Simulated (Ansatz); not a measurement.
**What a change of settings does to a run on CuO**

The cell was built from the zincblende type and relaxed in the same program; it needn't be a known or the stable phase. The listed cell was then made from it by scaling, straining or moving an atom.

First run: DFT, PBE, all-electron LAPW, scalar-relativistic (Ansatz 0.2.0).

Command: `ansatz run input.yaml --threads 1 --pin off --max-ram 2048MiB --backend cpu --events-out ev --progress --plain --runs-dir out` The run took 43 s on 1 thread of AMD EPYC 7R43 64-Core Processor (Zen 3) (shared host), peak memory 0.5 GiB.

```yaml
crystal:
  lattice:
    - [0.0, 2.2841972845, 2.2841972845]
    - [2.2841972845, 0.0, 2.2841972845]
    - [2.2841972845, 2.2841972845, 0.0]
  atoms:
    - { symbol: Cu, position: [0.0, 0.0, 0.0] }
    - { symbol: O, position: [0.25, 0.25, 0.25] }
kpoints:
  mp_grid: { grid: [16, 16, 16] }
scf:
  occupations: { method: fermi_dirac, width: 0.05 }
hamiltonian:
  xc: pbe
  pseudopotentials: { kind: all_electron, lapw: { basis_error: 0.001 } }
output:
  forces: true
  stress: true
  eigenvalues: true
```

Result: converged; pressure -3.74 GPa; 8 SCF iterations.

Without spin polarisation or U, such a compound can come out metallic where the real one is a magnetic insulator.

A second run of a changed input logged this at its end:

```
Error: YAML parse error: error: line 22 column 19: invalid boolean (strict mode expects true/false)
  --> <input>:22:19
   |
20 |   eigenvalues: true
21 | magnetization:
22 |   spin_polarized: "yes please"
   |                   ^ invalid boolean (strict mode expects true/false)
```

What was wrong with the input?

A value of the wrong type, by this change (others could give a like log):
```diff
@@ -11,4 +11,5 @@
 scf:
   occupations: { method: fermi_dirac, width: 0.05 }
+  max_iter: 100
 hamiltonian:
   xc: pbe
@@ -18,3 +19,5 @@
   stress: true
   eigenvalues: true
+magnetization:
+  spin_polarized: "yes please"
```
